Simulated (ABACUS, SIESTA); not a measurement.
Given: the input of a run of ABACUS 3.10.1 on V. The given cell was strained at random by a few per cent at fixed volume. 

Contents of INPUT:

```
INPUT_PARAMETERS
suffix              V
calculation         scf
basis_type          pw
pseudo_dir          ./
symmetry            1
dft_functional      pbesol
ecutwfc             84
pseudo_rcut         7
nspin               2
nbands              12
ks_solver           dav
smearing_method     fd
smearing_sigma      0.00367493
scf_thr             1e-08
scf_nmax            100
mixing_type         broyden
mixing_beta         0.4
cal_force           1
cal_stress          1
kpar                4
```

STRU

```
ATOMIC_SPECIES
V 50.9415 V.upf

LATTICE_CONSTANT
1.8897261246

LATTICE_VECTORS
-1.5169890000 1.5201330000 1.5775550000
1.4987350000 -1.4780690000 1.5172360000
1.5065820000 1.4676620000 -1.5354910000

ATOMIC_POSITIONS
Direct

V
0.0
1
0.0102680000 0.0045550000 -0.0011910000 1 1 1 mag 2
```

Contents of KPT:

```
K_POINTS
0
Gamma
12 12 12 0 0 0
```

Potentials or basis: PseudoDojo NC SR 0.4.1 PBEsol standard, plane waves.

The run is started by

```sh
$ OMP_NUM_THREADS=1 mpirun -np 4 abacus > log
```

Set up the same calculation for SIESTA 5.4.2. Potentials or basis there: files PseudoDojo sr-pbesol-0.4.1-standard, DZP (energy shift 0.003 Ry; two zetas on semicore shells).

As run (cutoffs and basis follow the program's own potentials, and thresholds, step limits or extra output files can differ):

Contents of V.fdf:

```
SystemName                      V
SystemLabel                     V
NumberOfSpecies                 1
NumberOfAtoms                   1
%block ChemicalSpeciesLabel
  1  23 V
%endblock ChemicalSpeciesLabel

LatticeConstant                 1.0 Ang
%block LatticeVectors
    -1.5169890000     1.5201330000     1.5775550000
     1.4987350000    -1.4780690000     1.5172360000
     1.5065820000     1.4676620000    -1.5354910000
%endblock LatticeVectors
AtomicCoordinatesFormat         Fractional
%block AtomicCoordinatesAndAtomicSpecies
     0.0102680000     0.0045550000    -0.0011910000  1  V
%endblock AtomicCoordinatesAndAtomicSpecies

%block kgrid.MonkhorstPack
   12   0   0  0.0
    0  12   0  0.0
    0   0  12  0.0
%endblock kgrid.MonkhorstPack
XC.Functional                   GGA
XC.Authors                      PBEsol
PAO.BasisSize                   DZP
PAO.EnergyShift                 0.003 Ry
Mesh.Cutoff                     800 Ry
Spin                            polarized
%block DM.InitSpin
    1   2.000
%endblock DM.InitSpin
OccupationFunction              FD
ElectronicTemperature           0.05 eV
MaxSCFIterations                200
SCF.MustConverge                false
SCF.Mixer.Method                Pulay
SCF.Mixer.Weight                0.1
SCF.Mixer.History               10
SCF.DM.Tolerance                5.0e-05
SCF.H.Tolerance                 1.0e-03 eV
WriteForces                     true
Charge.Mulliken                 end
%block PAO.Basis
  V 5
  n=3 0 2
    2.997 0.000
  n=4 0 2
    8.412 0.000
  n=3 1 2
    3.380 0.000
  n=4 1 1
    8.412
  n=3 2 2
    5.772 0.000
%endblock PAO.Basis
```

Potentials or basis: PseudoDojo 0.4 standard (PBEsol files), converted to PSML, two zetas on semicore shells, DZP (energy shift 0.003 Ry; two zetas on semicore shells).

The run is started by

```console
$ siesta < V.fdf > V.out 2>&1
```

Both were run:

|  | ABACUS | SIESTA |
| --- | --- | --- |
| Pressure | -11.9 GPa | -11.5 GPa |
| Net moment | 0.00 μB per cell | 0.00 μB per cell |
| Energy over the undisturbed cell | 4.0 meV/atom | 4.8 meV/atom |

The magnetic state is the one that the start led to; the real crystal's order can differ.

The cell lies far from this level's equilibrium.

Pressure is positive in compression.
